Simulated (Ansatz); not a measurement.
TaN: zone-centre modes

Level of theory: DFT PBEsol, scalar-relativistic, plane waves, PAW in Ansatz. Settings: plane waves to 420 eV, k-mesh 12×12×16 (Γ-centred), Gaussian smearing 0.15 eV. Spin–orbit coupling is left out, which can shift energies with elements as heavy as these. No spin polarisation.

Reference structure (relaxed at this level; this form isn't the usual structure):

```
CELL_PARAMETERS angstrom
5.20509 0.00000 0.00000
-2.60254 4.50774 0.00000
0.00000 0.00000 2.90359
ATOMIC_POSITIONS crystal
Ta 0.00000 0.00000 0.00000
Ta 0.33333 0.66667 0.50000
Ta 0.66667 0.33333 0.50000
N 0.50000 0.00000 0.00000
N 0.50000 0.50000 0.00000
N 0.00000 0.50000 0.00000
```

Harmonic modes by finite displacements of 0.02 Å, without the LO–TO term.

Task: At this geometry, is the structure stable against these modes?

Result: No: 3 modes are unstable, the strongest at 547i cm⁻¹.

Task: List the wavenumbers in cm⁻¹.

Result: 547i, 234i, 234i, 0, 0, 0, 115, 178, 182, 182, 231, 231, 595, 608, 608, 732, 732, 920.

Cost: 1 run of about 15 core-minutes, on Intel Xeon Processor @ 2.50GHz (Skylake/Cascade Lake) (shared hosts).